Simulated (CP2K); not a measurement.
Runs of CP2K 2026.2 on KCl (Sylvite). It takes space group Fm-3m (No. 225, cubic). Conventional cell: a = 6.293 Å, b = 6.293 Å, c = 6.293 Å, α = 90.00°, β = 90.00°, γ = 90.00°. K (site symmetry m-3m) has 6 Cl at 3.15 Å as nearest neighbours. Around Cl (site symmetry m-3m) lie 6 K at 3.15 Å. 

| task | level | potentials or basis | smearing | EPS_DEFAULT | NGRIDS | CUTOFF of the grids | points a segment of the path (NPOINTS) | bands added on the path | gap on the mesh (eV) | pressure (GPa) |
| --- | --- | --- | --- | --- | --- | --- | --- | --- | --- | --- |
| band structure | r2SCAN | POTENTIAL_UZH K GTH-SCAN-q9, Cl GTH-SCAN-q7; TZVP-MOLOPT-SCAN-GTH basis | fermi-dirac 0.05 eV | 1.0E-9 | 4 | 675 Ry | 8 | 4 | 5.82 | 0.0 |
| band structure | PBEsol | POTENTIAL_UZH K GTH-PBE-q9, Cl GTH-PBE-q7; TZVP-MOLOPT-PBE-GTH basis | fermi-dirac 0.05 eV | 1.0E-9 | 4 | 450 Ry | 10 | 6 | (b) | -0.3 |
| band structure | LDA | GTH_POTENTIALS K GTH-PADE-q9, Cl GTH-PADE-q7; TZVP-MOLOPT-PBE-GTH basis | fermi-dirac 0.01 eV | 1.0E-10 | 5 | 450 Ry | 6 | 4 | 4.72 | -2.0 |
| band structure | TB-mBJ | POTENTIAL_UZH K GTH-PBE-q9, Cl GTH-PBE-q7; TZVP-MOLOPT-PBE-GTH basis | fermi-dirac 0.01 eV | 1.0E-9 | 4 | 675 Ry | 10 | 6 | (a) | - |

Alike in all rows: no spin polarisation; cell as given; k mesh 7 × 7 × 7.

Fill in the values left out.

(a) 5.95; (b) 4.98.

Caveats: the basis of atomic orbitals isn't converged, which shifts pressures, moduli and gaps; the potentials were made for another functional, which shifts forces and pressure (some runs); this is a model potential without an energy functional, so only levels have meaning (some runs).

Runs at the PBE level aren't shown here.
